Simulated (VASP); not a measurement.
# PbSe in VASP: further runs

The runs below take PbSe through single point, with PBE.

Program: VASP 6.6.1. These are calculated values, not measurements. Logs are shortened: lines on timing, memory, paths and dates and some standing lists are left out, and cuts for length are marked.

## Step 1: The slab as given

The cell holds a slab with vacuum, 4 atoms: a = 4.415 Å, b = 4.415 Å, c = 12.399 Å, α = 100.23°, β = 100.23°, γ = 90.13°.

## Step 2: Single point, PBE

File INCAR:

```
PREC = Accurate
ENCUT = 500
EDIFF = 1E-7
ISMEAR = 0
SIGMA = 0.05
LREAL = F
LASPH = T
NELM = 80
ALGO = Normal
ISIF = 2
LWAVE = F
LCHARG = F
GGA = PE
NBANDS = 18
```

File KPOINTS:

```
regular mesh
0
Gamma
  6 6 3
```

File POSCAR:

```
PbSe
1.0
    4.4148899595      0.0000000000      0.0000000000
   -0.0103110241      4.4148779187      0.0000000000
   -2.2022894676     -2.2074389594     12.0007990000
Pb Se
2 2
Cartesian
    2.1917951787      2.1989734309      7.4218101360
   -0.0254038806      0.0380650774      4.5888175184
   -0.1072463868      0.0509874251      7.4788259320
    2.1813541202      2.2556163146      4.5358819940
```

Potentials or basis: VASP PAW PBE potentials, release 64 (Pb, Se).

Run with:

```sh
$ cat potpaw_PBE.64/Pb/POTCAR potpaw_PBE.64/Se/POTCAR > POTCAR
$ mpirun -np 1 vasp_std > vasp.out
```

OUTCAR:

```text
PREC = Accurate
   ENCUT = 500
   EDIFF = 1E-7
   ISMEAR = 0
   LREAL = F
   LASPH = T
   NELM = 80
   ISIF = 2
   GGA = PE

 ion  position               nearest neighbor table
   1  0.807  0.807  0.618-   4 2.89   3 3.02   3 3.09   3 3.15   3 3.24
   2  0.185  0.200  0.382-   3 2.89   4 3.11   4 3.12   4 3.13   4 3.13
   3  0.287  0.323  0.623-   2 2.89   1 3.02   1 3.09   1 3.15   1 3.24
   4  0.684  0.700  0.378-   1 2.89   2 3.11   2 3.12   2 3.13   2 3.13

  LATTYP: Found a face centered orthorhombic cell.
 ALAT       =     6.2363020000
 B/A-ratio  =     1.0023382447
 C/A-ratio  =     3.8486907786

  Lattice vectors:

 A1 = (  -2.2126004917,   2.2074389593,  12.0007990000)
 A2 = (   2.2022894678,   2.2074389593,  12.0007990000)
 A3 = (  -0.0103110241,   4.4148779187,   0.0000000000)

Analysis of symmetry for initial positions (statically):
=====================================================================
 Subroutine PRICEL returns:
 Original cell was already a primitive cell.

 Routine SETGRP: Setting up the symmetry group for a
 face centered orthorhombic supercell.

 Subroutine GETGRP returns: Found  1 space group operations
 (whereof  1 operations were pure point group operations)
 out of a pool of  8 trial point group operations.

The static configuration has the point symmetry C_1 .

Analysis of symmetry for dynamics (positions and initial velocities):
=====================================================================
 Subroutine PRICEL returns:
 Original cell was already a primitive cell.

 Routine SETGRP: Setting up the symmetry group for a
 face centered orthorhombic supercell.

 Subroutine GETGRP returns: Found  1 space group operations
 (whereof  1 operations were pure point group operations)
 out of a pool of  8 trial point group operations.

The dynamic configuration has the point symmetry C_1 .

 Subroutine INISYM returns: Found  1 space group operations
 (whereof  1 operations are pure point group operations),
 and found     1 'primitive' translations

----------------------------------------------------------------------------------------

                                     Primitive cell

  volume of cell :     233.9100

  direct lattice vectors                    reciprocal lattice vectors
     4.414889959  0.000000000  0.000000000     0.226506212  0.000529009  0.041663893
    -0.010311024  4.414877919  0.000000000     0.000000000  0.226506830  0.041663893
    -2.202289468 -2.207438959 12.000799000     0.000000000  0.000000000  0.083327785

  length of vectors
     4.414889959  4.414889959 12.399275878     0.230306804  0.230306804  0.083327785

  position of ions in fractional coordinates (direct lattice)
     0.806840000  0.807304000  0.618443000
     0.185454000  0.199810000  0.382376000
     0.287332000  0.323146000  0.623194000
     0.684266000  0.699895000  0.377965000

  ion indices of the primitive-cell ions
   primitive index   ion index
                 1           1
                 2           2
                 3           3
                 4           4

----------------------------------------------------------------------------------------

 KPOINTS: regular mesh

Automatic generation of k-mesh.
 Grid dimensions read from file:
 generate k-points for:    6    6    3

 Generating k-lattice:

  Cartesian coordinates                     Fractional coordinates (reciprocal lattice)
     0.037751035  0.000088168  0.006943982     0.166666667  0.000000000  0.000000000
     0.000000000  0.037751138  0.006943982     0.000000000  0.166666667  0.000000000
     0.000000000  0.000000000  0.027775928     0.000000000  0.000000000  0.333333333

  Length of vectors
     0.038384467  0.038384467  0.027775928

  Shift w.r.t. Gamma in fractional coordinates (k-lattice)
     0.000000000  0.000000000  0.000000000

 -----------------------------------------------------------------------------
|                                                                             |
|           W    W    AA    RRRRR   N    N  II  N    N   GGGG   !!!           |
|           W    W   A  A   R    R  NN   N  II  NN   N  G    G  !!!           |
|           W    W  A    A  R    R  N N  N  II  N N  N  G       !!!           |
|           W WW W  AAAAAA  RRRRR   N  N N  II  N  N N  G  GGG   !            |
|           WW  WW  A    A  R   R   N   NN  II  N   NN  G    G                |
|           W    W  A    A  R    R  N    N  II  N    N   GGGG   !!!           |
|                                                                             |
|     Your reciprocal lattice and k-lattice belong to different lattice       |
|     classes:                                                                |
|                                                                             |
|        The reciprocal lattice is body-centered orthorhombic,                |
|        whereas your k-lattice is base-centered monoclinic.                  |
|                                                                             |
|     Results are often still useful ...                                      |
|                                                                             |
 -----------------------------------------------------------------------------

 WARNING: IBZKPT: internal override: KBLOWUP is changed to .FALSE.
      ... skipping the blow-up phase ...

 Subroutine IBZKPT returns following result:
 ===========================================

 Found     56 irreducible k-points:

 Following reciprocal coordinates:
            Coordinates               Weight
  0.000000  0.000000  0.000000      1.000000
  0.166667 -0.000000 -0.000000      2.000000
  0.333333 -0.000000  0.000000      2.000000
  0.500000 -0.000000  0.000000      1.000000
  0.000000  0.166667  0.000000      2.000000
  0.166667  0.166667  0.000000      2.000000
[... 16 lines left out ...]
  0.333333 -0.000000  0.333333      2.000000
  0.500000 -0.000000  0.333333      2.000000
 [... further k-points ...]
   k-points           NKPTS =     56   k-points in BZ     NKDIM =     56   number of bands    NBANDS=     18
   number of dos      NEDOS =    301   number of ions     NIONS =      4
   total plane-waves  NPLWV =  92160
   dimension x,y,z NGX =    32 NGY =   32 NGZ =   90
   dimension x,y,z NGXF=    64 NGYF=   64 NGZF=  180
   ions per type =               2   2
   NGX,Y,Z   is equivalent  to a cutoff of  12.05, 12.05, 12.07 a.u.
   NGXF,Y,Z  is equivalent  to a cutoff of  24.10, 24.10, 24.13 a.u.
 SYSTEM =  unknown system
   PREC   = accura    normal or accurate (medium, high low for compatibility)
   ISTART =      0    job   : 0-new  1-cont  2-samecut
   ICHARG =      2    charge: 1-file 2-atom 10-const
   ISPIN  =      1    spin polarized calculation?
   LNONCOLLINEAR =      F non collinear calculations
   LSORBIT =      F    spin-orbit coupling
   LASPH  =      T    aspherical Exc in radial PAW
   ENCUT  =  500.0 eV  36.75 Ry    6.06 a.u.   8.05  8.05 22.61*2*pi/ulx,y,z
   NELM   =     80;   NELMIN=  2; NELMDL= -5     # of ELM steps
   EDIFF  = 0.1E-06   stopping-criterion for ELM
   LREAL  =      F    real-space projection
   EDIFFG = 0.1E-05   stopping-criterion for IOM
   NSW    =      0    number of steps for IOM
   IBRION =     -1    ionic relax: 0-MD 1-quasi-New 2-CG
   NFREE  =      0    steps in history (QN), initial steepest desc. (CG)
   ISIF   =      2    stress and relaxation
   ISYM   =      2    0-nonsym 1-usesym 2-fastsym
   POTIM  = 0.5000    time-step for ionic-motion
   TEBEG  =    0.0;   TEEND  =   0.0 temperature during run
   PSTRESS=    0.0 pullay stress
   NELECT =      20.0000    total number of electrons
   NUPDOWN=      -1.0000    fix difference up-down
   EMIN   =  10.00;   EMAX   =-10.00  energy-range for DOS
   EFERMI =   0.00;   METHOD = LEGACY
   ISMEAR =     0;   SIGMA  =   0.05  broadening in eV -4-tet -1-fermi 0-gaus
   EFERMI_NEDOS =   21; number of points for ismear=-14 and -15
   IALGO  =     38    algorithm
   IMIX   =      4    mixing-type and parameters
     AMIX     =   0.40;   BMIX     =  1.00
     AMIX_MAG =   1.60;   BMIX_MAG =  1.00
  volume/ion in A,a.u.               =      58.48       394.63
  Fermi-wavevector in a.u.,A,eV,Ry     =   0.721221  1.362911  7.077210  0.520160
  Thomas-Fermi vector in A             =   1.810874
   LORBIT       =      0    0 simple, 1 ext, 2 COOP (PROOUT), +10 PAW based schemes
   GGA     = PE    functional components
   LHFCALC =     F    Hartree Fock is set to
   AEXX    =    0.0000 exact exchange contribution
   IVDW    =     0    specifies the selected vdW correction
   LEPSILON=     F    determine dielectric tensor
   LRPA    =     F    only Hartree local field effects (RPA)
 non-spin polarized calculation
 Gauss-broadening in eV      SIGMA  =   0.05
  energy-cutoff  :      500.00
  volume of cell :      233.91
 maximum number of plane-waves:      5986
   NGX = 17   NGY = 17   NGZ = 45

 number of electron      19.9999998 magnetization

 Free energy of the ion-electron system (eV)
  ---------------------------------------------------
  ext. energy  EPLUGINS =         0.00000000
  ---------------------------------------------------
  free energy    TOTEN  =       -16.13233150 eV

  energy without entropy =      -16.13233150  energy(sigma->0) =      -16.13233150

 E-fermi :  -0.5879     XC(G=0):  -5.5596

 val. band max:       -0.8126085025   @ k =   0.0000   0.5000   0.0000
 cond. band min:       0.7489120918   @ k =   0.0000   0.5000   0.0000
 fundamental gap:      1.5615205943
 Fermi energy:        -0.5878799300

 k-point     1 :       0.0000    0.0000    0.0000
  band No.  band energies     occupation
      1     -13.3195      2.00000
      2     -12.4322      2.00000
      3      -7.7928      2.00000
      4      -7.0367      2.00000
      5      -3.6135      2.00000
      6      -3.0272      2.00000
[... 10 lines left out ...]
     17       4.7624      0.00000
     18       4.8098      0.00000

 k-point     2 :       0.1667   -0.0000   -0.0000
  band No.  band energies     occupation
      1     -13.1989      2.00000
      2     -12.3891      2.00000
      3      -8.0776      2.00000
      4      -7.3750      2.00000
      5      -3.4889      2.00000
      6      -2.8174      2.00000
[... 10 lines left out ...]
     17       4.0408      0.00000
     18       5.0368      0.00000
[... 442 lines left out ...]
 k-point    24 :       0.5000   -0.0000    0.3333
  band No.  band energies     occupation
      1     -12.5662      2.00000
      2     -12.4777      2.00000
      3      -8.6316      2.00000
      4      -8.5144      2.00000
      5      -2.5221      2.00000
      6      -2.3631      2.00000
[... 10 lines left out ...]
     17       4.9328      0.00000
     18       5.4857      0.00000

 [... further k-points ...]
[... 5 lines left out ...]
  --------------------------------------------------------------------------------------
  -------------------------------------------------------------------------------------
  Total       -0.5047713     -0.5116588     -1.2561519      0.0130716      0.0363499      0.1989496
  in kB       -3.4574546     -3.5046309     -8.6040715      0.0895348      0.2489800      1.3627145
  external PRESSURE =      -5.1887190 kB  Pullay stress =       0.0000000 kB

 VOLUME and BASIS-vectors are now :
 -----------------------------------------------------------------------------
  energy-cutoff  :      500.00
  volume of cell :      233.91
      direct lattice vectors                 reciprocal lattice vectors
     4.414889959  0.000000000  0.000000000     0.226506212  0.000529009  0.041663893
    -0.010311024  4.414877919  0.000000000     0.000000000  0.226506830  0.041663893
    -2.202289468 -2.207438959 12.000799000     0.000000000  0.000000000  0.083327785

 POSITION                                       TOTAL-FORCE (eV/Angst)
 -----------------------------------------------------------------------------------
      2.19180      2.19897      7.42181        -0.026325      0.028867     -0.232888
     -0.02540      0.03807      4.58882         0.002950     -0.012119      0.257063
     -0.10725      0.05099      7.47883         0.093351     -0.015764     -0.202223
      2.18135      2.25562      4.53588        -0.069976     -0.000984      0.178048
 -----------------------------------------------------------------------------------
    total drift:                                0.000151      0.000069      0.000175

  FREE ENERGIE OF THE ION-ELECTRON SYSTEM (eV)
  ---------------------------------------------------
  free  energy   TOTEN  =       -16.1323315001 eV

  energy  without entropy=      -16.1323315001  energy(sigma->0) =      -16.13233150
```

Wall time 2.9 min (1 thread of Intel Xeon Platinum 8488C (Sapphire Rapids), shared host); peak memory 0.41 GiB.

Results:

```yaml
Free_energy: -16.1323 eV
Largest_force: 0.257 eV/Å
Band_gap_on_the_k_mesh: 1.56 eV, direct
```

Forces in eV/Å, atoms in the order of the input:
```
Pb  -0.026  0.029 -0.233
Pb   0.003 -0.012  0.257
Se   0.093 -0.016 -0.202
Se  -0.070 -0.001  0.178
```

Caveat: spin-orbit coupling is left out, which as a rule narrows the gap of such compounds by several tenths of an eV.

## Step 3: Single point, PBE

File run.py:

```python
from ase.calculators.vasp import Vasp
from ase.dft.bandgap import bandgap
from ase.io import read

atoms = read('PbSe.xyz')
calc = Vasp(
    directory='calc',
    xc='pbe',
    pp='PBE',
    setups='minimal',
    prec='Accurate',
    encut=500,
    ediff=1e-06,
    ismear=0,
    sigma=0.05,
    lreal=False,
    lasph=True,
    nelm=80,
    algo='Normal',
    isif=2,
    lwave=False,
    lcharg=False,
    kpts=[6, 6, 3],
    gamma=True,
)
atoms.calc = calc

print('energy (eV):', atoms.get_potential_energy())
print('free energy (eV):', atoms.get_potential_energy(force_consistent=True))
print('forces (eV/A):')
print(atoms.get_forces())
print('stress (eV/A^3, Voigt):', atoms.get_stress())
print('Fermi level (eV):', calc.get_fermi_level())
gap, top, bottom = bandgap(calc)
print('band gap (eV):', gap, 'from (spin, k, band)', top, 'to', bottom)
```

File PbSe.xyz:

```xyz
4
Lattice="4.4148899595 0.0000000000 0.0000000000 -0.0103110241 4.4148779187 0.0000000000 -2.2022894676 -2.2074389594 12.0007990000" Properties=species:S:1:pos:R:3 pbc="T T T"
Pb     2.1917951787      2.1989734309      7.4218101360
Pb    -0.0254038806      0.0380650774      4.5888175184
Se    -0.1072463868      0.0509874251      7.4788259320
Se     2.1813541202      2.2556163146      4.5358819940
```

Potentials or basis: VASP PAW PBE potentials, release 64 (Pb, Se).

Run with:

```sh
$ python run.py
```

Run time: 1.8 min. Hardware: 1 thread of Intel Xeon Platinum 8488C (Sapphire Rapids), shared host; peak memory 0.4 GiB.

The run converged. Its results:

```
Free energy            : -16.1323 eV
Largest force          : 0.257 eV/Å
Band gap on the k mesh : 1.56 eV, direct
```

Forces in eV/Å, atoms in the order of the input:
```
Pb  -0.026  0.029 -0.233
Pb   0.003 -0.012  0.257
Se   0.093 -0.016 -0.202
Se  -0.070 -0.001  0.178
```

Levels at points of the mesh, in eV from the valence-band top:
| k point | band 6 | band 7 | band 8 | band 9 | band 10 | band 11 | band 12 | band 13 | band 14 |
| --- | --- | --- | --- | --- | --- | --- | --- | --- | --- |
| (0.00, 0.00, 0.00) | -2.21 | -2.20 | -1.29 | -1.27 | -0.41 | 2.11 | 3.87 | 4.59 | 4.81 |
| (0.50, 0.00, 0.00) | -1.55 | -0.88 | -0.76 | -0.04 | -0.02 | 1.58 | 1.60 | 2.46 | 2.63 |
| (0.00, 0.50, 0.00) | -1.61 | -0.85 | -0.79 | -0.04 | 0.00 | 1.56 | 1.61 | 2.53 | 2.58 |
| (0.50, 0.50, 0.00) | -3.78 | -2.65 | -2.64 | -1.29 | -1.27 | 3.53 | 3.57 | 5.16 | 5.19 |

Caveat: spin-orbit coupling is left out, which as a rule narrows the gap of such compounds by several tenths of an eV.
